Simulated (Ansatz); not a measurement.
# O on Rh (Rhodium) (100)

Aim: for Rh (Rhodium), prepare the clean (100) slab, then find where and how strongly O adsorbs.

The COD entry's cell or inner coordinates are ideal or old and differ from later refinements, so a difference from it is no clean test against experiment.

Method: DFT PBE+D3(BJ), scalar-relativistic, plane waves, PAW, in Ansatz 0.2.0.

## 1. Starting point

The structure is cubic, space group Fm-3m (No. 225). The conventional cell has a = 3.793 Å, b = 3.793 Å, c = 3.793 Å, α = 90.00°, β = 90.00°, γ = 90.00°. Around Rh (site symmetry m-3m) lie 12 Rh at 2.68 Å.

Coordinates:

```
CELL_PARAMETERS angstrom
0.00000 1.89669 1.89669
1.89669 0.00000 1.89669
1.89669 1.89669 0.00000
ATOMIC_POSITIONS crystal
Rh 0.00000 0.00000 0.00000
```

It is the result of an earlier relaxation at this level (volume 13.65 Å³/atom; gap on the mesh: none (metal)).

## 2. Cutting the slab

Planes are indexed in the bulk's conventional cell (Fm-3m (No. 225)), a = 3.793 Å, b = 3.793 Å, c = 3.793 Å, α = 90.00°, β = 90.00°, γ = 90.00°.

A (100) slab, 5.7 Å thick as cut, with 17 Å of vacuum, in a 2×2 surface cell; its outer planes are Rh (top) and Rh (bottom).

The slab as cut. Layers, bottom to top:

```csv
plane,atoms per cell,height over the lowest (Å)
1,Rh4,0.00
2,Rh4,1.90
3,Rh4,3.79
4,Rh4,5.69
```

## 3. The clean surface, relaxed

The input, input.yaml:

```yaml
crystal:
  lattice:
    - [5.3646373903, 0.0, 0.0]
    - [0.0, 5.3646373903, 0.0]
    - [0.0, 0.0, 22.6900572159]
  atoms:
    - { symbol: Rh, position: [0.25, 0.25, 0.3746134229] }
    - { symbol: Rh, position: [0.25, 0.75, 0.3746134229] }
    - { symbol: Rh, position: [0.75, 0.25, 0.3746134229] }
    - { symbol: Rh, position: [0.75, 0.75, 0.3746134229] }
    - { symbol: Rh, position: [0.5, 0.5, 0.4582044743] }
    - { symbol: Rh, position: [0.5, 0.0, 0.4582044743] }
    - { symbol: Rh, position: [0.0, 0.5, 0.4582044743] }
    - { symbol: Rh, position: [0.0, 0.0, 0.4582044743] }
    - { symbol: Rh, position: [0.75, 0.75, 0.5417955257] }
    - { symbol: Rh, position: [0.75, 0.25, 0.5417955257] }
    - { symbol: Rh, position: [0.25, 0.75, 0.5417955257] }
    - { symbol: Rh, position: [0.25, 0.25, 0.5417955257] }
    - { symbol: Rh, position: [0.0, 0.0, 0.6253865771] }
    - { symbol: Rh, position: [0.0, 0.5, 0.6253865771] }
    - { symbol: Rh, position: [0.5, 0.0, 0.6253865771] }
    - { symbol: Rh, position: [0.5, 0.5, 0.6253865771] }
basis:
  ecutwfc: 420
kpoints:
  mp_grid: { grid: [6, 6, 1] }
hamiltonian:
  xc: pbe
  dispersion: d3bj
scf:
  occupations: { method: gaussian, width: 0.1 }
output:
  forces: true
  eigenvalues: true
  write_density: true
  write_potential: true
  elf: true
  volumetric_format: npy
relax:
  adjacent_minimum: "off"
  f_tol: 0.03
  max_steps: 70
  constraints: [{ sites: [0, 1, 2, 3, 4, 5, 6, 7] }]
efield:
  axis: 3
  dipole_correction: true
```

Launch:

```console
$ ansatz run input.yaml --threads 4 --pin off --max-ram 10240MiB --backend cpu --events-out ev --progress --plain --runs-dir out
```

The session goes on with these runs: O at the top (Rh) site; O put at a bridge (Rh-Rh) site; O put at a hollow over Rh site.

What does the calculation give? Wanted: clean slab: work function; O: lowest end.

As calculated:

```
                 quantity                                                                 value
clean slab: work function                                                               5.08 eV
            O: lowest end  E_ads -5.40 eV, from the hollow over Rh start, 4 bonded, 0.99 Å high
```

**Reading.** O binds with 5.40 eV at best, a strong chemical bond when counted from the free atom, not from the element's molecule or solid; the ends span 1.22 eV. It raises the work function by 0.30 eV, as a dipole layer with its negative end outwards does. The slab runs have no spin polarisation, while the free adsorbate has its spin; a moment that survived on the surface would lower E_ads. A start on a symmetric site keeps its symmetry, so an end may be a saddle point and not a minimum. The final runs have no spin polarisation, so no magnetic state was tried and one may lie lower.
